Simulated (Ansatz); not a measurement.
**Eigenvalues along a path: Te (diamond type)**

```xyz
2
Lattice="0.0000 3.2788 3.2788 3.2788 0.0000 3.2788 3.2788 3.2788 0.0000" Properties=species:S:1:pos:R:3 pbc="T T T"
Te   -0.8197   -0.8197   -0.8197
Te    0.8197    0.8197    0.8197
```

The cell comes from a relaxation on PAW files under the same functional, begun from a prototype that needn't be the stable phase.

Level of theory: DFT with PBE, scalar-relativistic, in Ansatz 0.2.0; a Γ-centred 10×10×10 k mesh, Fermi–Dirac smearing of 0.1 eV, no spin polarisation. LAPW: all electrons, basis error target 1 meV/atom.

This run: volume at 0.76 of the series' base cell.

Spin–orbit coupling is left out, which matters for the heavy atoms.

Path points, in fractions of the reciprocal vectors: Γ (0.000, 0.000, 0.000), X (0.500, 0.000, 0.500), U (0.625, 0.250, 0.625), K (0.375, 0.375, 0.750), L (0.500, 0.500, 0.500), W (0.500, 0.250, 0.750). The distance column jumps between branches of the path. Levels in eV from the Fermi level; bands 19 to 27, counted from the lowest band of the run. The gap is zero, the pressure 13.11 GPa.

```
# k(1/Å) point b19 b20 b21 b22 b23 b24 b25 b26 b27
0.000 Γ -14.71 -7.81 -3.82 -3.82 -3.82 -1.06 -1.06 -1.06 3.44
0.120 - -14.67 -7.99 -3.94 -3.94 -3.65 -1.14 -0.89 -0.89 3.62
0.240 - -14.55 -8.45 -4.23 -4.23 -3.22 -1.34 -0.44 -0.44 4.13
0.359 - -14.35 -9.06 -4.57 -4.57 -2.72 -1.58 0.17 0.17 4.05
0.479 - -14.07 -9.72 -4.89 -4.89 -2.28 -1.80 0.85 0.85 3.71
0.599 - -13.72 -10.40 -5.16 -5.16 -2.02 -1.97 1.55 1.55 3.73
0.719 - -13.31 -11.06 -5.36 -5.36 -2.06 -1.93 2.20 2.20 4.10
0.838 - -12.82 -11.69 -5.49 -5.49 -2.08 -1.97 2.70 2.70 4.74
0.958 X -12.28 -12.28 -5.53 -5.53 -2.03 -2.03 2.90 2.90 5.52
1.000 - -12.29 -12.28 -5.55 -5.53 -2.03 -2.00 2.87 2.88 5.47
1.043 - -12.31 -12.26 -5.59 -5.51 -2.03 -1.89 2.79 2.83 5.32
1.085 - -12.34 -12.22 -5.66 -5.49 -2.03 -1.72 2.67 2.74 5.12
1.128 - -12.38 -12.18 -5.74 -5.47 -2.04 -1.50 2.52 2.62 4.89
1.170 - -12.43 -12.12 -5.82 -5.43 -2.04 -1.24 2.35 2.48 4.65
1.212 - -12.50 -12.05 -5.90 -5.39 -2.05 -0.96 2.19 2.32 4.42
1.255 - -12.58 -11.97 -5.97 -5.34 -2.06 -0.66 2.02 2.14 4.20
1.297 U -12.66 -11.87 -6.02 -5.28 -2.08 -0.36 1.87 1.95 4.03
1.884 K -12.66 -11.87 -6.02 -5.28 -2.08 -0.36 1.87 1.95 4.03
2.011 - -12.97 -11.51 -6.08 -5.08 -2.19 0.34 1.36 1.49 3.85
2.138 - -13.33 -11.04 -5.95 -4.84 -2.39 0.47 0.78 1.25 4.41
2.265 - -13.69 -10.48 -5.67 -4.58 -2.66 0.18 0.25 1.07 4.65
2.392 - -14.03 -9.85 -5.27 -4.33 -2.96 -0.21 -0.21 0.80 4.55
2.519 - -14.31 -9.17 -4.79 -4.12 -3.26 -0.58 -0.56 0.29 4.66
2.646 - -14.53 -8.52 -4.32 -3.95 -3.52 -0.85 -0.84 -0.34 4.18
2.773 - -14.66 -8.01 -3.96 -3.85 -3.73 -1.01 -1.01 -0.86 3.64
2.900 Γ -14.71 -7.81 -3.82 -3.82 -3.82 -1.06 -1.06 -1.06 3.44
3.004 - -14.68 -7.95 -3.86 -3.86 -3.79 -0.99 -0.99 -0.99 3.57
3.107 - -14.59 -8.31 -3.98 -3.98 -3.74 -0.81 -0.81 -0.74 3.95
3.211 - -14.44 -8.81 -4.14 -4.14 -3.75 -0.57 -0.57 -0.29 4.43
3.315 - -14.25 -9.36 -4.30 -4.30 -3.82 -0.33 -0.33 0.34 4.79
3.419 - -14.03 -9.90 -4.44 -4.44 -3.92 -0.12 -0.12 1.07 4.91
3.522 - -13.79 -10.38 -4.55 -4.55 -4.00 0.02 0.02 1.83 4.93
3.626 - -13.61 -10.71 -4.62 -4.62 -4.06 0.11 0.11 2.48 5.04
3.730 L -13.53 -10.84 -4.64 -4.64 -4.09 0.13 0.13 2.75 5.25
3.814 - -13.51 -10.87 -4.91 -4.67 -3.78 0.11 0.20 2.67 5.35
3.899 - -13.44 -10.94 -5.29 -4.75 -3.29 0.06 0.39 2.45 5.18
3.984 - -13.33 -11.07 -5.60 -4.88 -2.80 -0.01 0.68 2.14 4.73
4.068 - -13.19 -11.25 -5.82 -5.05 -2.34 -0.07 1.04 1.82 4.37
4.153 - -13.00 -11.47 -5.94 -5.25 -1.92 -0.15 1.35 1.53 4.23
4.238 - -12.78 -11.73 -5.97 -5.45 -1.52 -0.29 1.34 1.49 4.37
4.323 - -12.54 -12.00 -5.92 -5.64 -1.15 -0.51 1.29 1.46 4.77
4.407 W -12.27 -12.27 -5.81 -5.81 -0.80 -0.80 1.36 1.36 5.24
4.467 - -12.27 -12.27 -5.80 -5.80 -0.87 -0.87 1.44 1.44 5.25
4.527 - -12.27 -12.27 -5.77 -5.77 -1.05 -1.05 1.65 1.65 5.26
4.587 - -12.28 -12.28 -5.73 -5.73 -1.28 -1.28 1.93 1.93 5.29
4.647 - -12.28 -12.28 -5.68 -5.68 -1.51 -1.51 2.22 2.22 5.33
4.707 - -12.28 -12.28 -5.62 -5.62 -1.72 -1.72 2.50 2.50 5.39
4.766 - -12.28 -12.28 -5.58 -5.58 -1.89 -1.89 2.71 2.71 5.45
4.826 - -12.28 -12.28 -5.54 -5.54 -2.00 -2.00 2.85 2.85 5.50
4.886 X -12.28 -12.28 -5.53 -5.53 -2.03 -2.03 2.90 2.90 5.52
```
